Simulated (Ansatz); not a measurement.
CoSi2: energy along a strain

CoSi2, Fm-3m, a = 5.313 Å. Ansatz: PBEsol, PAW, 420 eV, Γ-centred 16×16×16 mesh on 3 atoms, Gaussian smearing 0.15 eV; no spin polarisation. Cell vectors (Å): 0.000 2.656 2.656; 2.656 0.000 2.656; 2.656 2.656 0.000. The cell is strained by x per cent times the pattern (0 1 0 0 0 0) in the order xx yy zz yz xz xy (engineering shears), with fractional coordinates held. y is the free energy over the start, V0 = 12.494 Å³/atom.

```
x (%) y (meV/atom)
-6.00             ?
-4.50         23.23
-3.00          9.89
-1.50          2.36
 0.00          0.00
 1.50          2.24
 3.00          8.60
 4.50         18.65
 5.25         24.94
 6.00         32.03
```

Fit y = c2 x² + c3 x³ to the other rows, get the stiffness along the pattern, and predict the missing energy.

Least squares on the rows shown. y = 1.0345 x² − 0.024449 x³. The clamped-ion stiffness p·C·p = 2 × 10.34 eV × 160.2 / 12.494 Å³ = 265 GPa, which is C22 in these axes (C11 of the cubic crystal). At x = -6.00 the fit asked for gives 42.52 meV/atom. The run gave 43.14 meV/atom, so the fit is 0.62 meV/atom too low, 1.4 % of the span of the series, against an rms of 0.06 meV/atom on the fitted rows. The row lies outside the fitted range. With a term in x⁴ added, a fit to the same known rows predicts 42.88 meV/atom, which recovers part of the miss; the known rows don't hold the rest.